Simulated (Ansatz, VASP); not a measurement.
**Two plane-wave programs on CoH**

```
Co H
1.0
     0.00000    1.76521    1.76521
     1.76521    0.00000    1.76521
     1.76521    1.76521    0.00000
Co H
1 1
Direct
  0.00000 0.00000 0.00000
  0.50000 0.50000 0.50000
```

Alike in both runs: functional PBEsol; k mesh 15 × 15 × 15; collinear spin.

Ansatz relaxed the structure, and its values are those at the end. VASP's run is a single point on that final structure, the one shown.

|  | VASP | Ansatz |
| --- | --- | --- |
| version | VASP 6.6.1 | Ansatz 0.2.0 |
| potentials or method | VASP PAW PBE potentials, release 64 (Co, H) | plane waves, PAW |
| plane-wave cutoff (eV) | 520 | 558 |
| occupations | fermi-dirac, width 0.1 eV | fermi-dirac |
| valence electrons in the cell | 10 | 18 |

Ansatz gave:

```
net moment per atom (μB)                                      : 0.50
size of the moment on the site where the two differ most (μB) : 0.98
```

Estimate VASP's values.

net moment per atom (μB): 0.50; size of the moment on the site where the two differ most (μB): 1.01.

Site moments also hang on the region over which each program counts them. The two sets of potentials don't hold the same shells in valence. Ansatz warned: «given_moment_on_shells».
